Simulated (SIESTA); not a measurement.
Crystal: CdS (Greenockite).

```
Cd S
1.0
     4.15000    0.00000    0.00000
    -2.07500    3.59401    0.00000
     0.00000    0.00000    6.73700
Cd S
2 2
Cartesian
  2.0750 1.1980 3.3685
  0.0000 2.3960 0.0000
  2.0750 1.1980 5.8949
  0.0000 2.3960 2.5264
```

Program: SIESTA 5.4.2. Alike in all runs: task band structure; cell as given; smearing fermi-dirac 0.05 eV; grid cutoff 800 Ry; energy shift 0.003 Ry.

Q: Order these runs on this cell by their pressure, lowest first.
A. level PBE; potentials or basis PseudoDojo 0.4 standard (PBE files, fully relativistic), DZP (energy shift 0.003 Ry; two zetas on semicore shells); spin non-collinear, zero start, SOC; k mesh 5 × 5 × 3
B. level PBEsol; potentials or basis PseudoDojo 0.4 standard (PBEsol files), DZP (energy shift 0.003 Ry; two zetas on semicore shells); spin off; k mesh 7 × 7 × 4
C. level LDA; potentials or basis PseudoDojo 0.4 standard (LDA files), DZP (energy shift 0.003 Ry; two zetas on semicore shells); spin off; k mesh 7 × 7 × 4

A: C (-3.0 GPa), B (-0.8 GPa), A (2.3 GPa).

Caveats: the basis of atomic orbitals isn't converged, which shifts pressures, moduli and gaps.
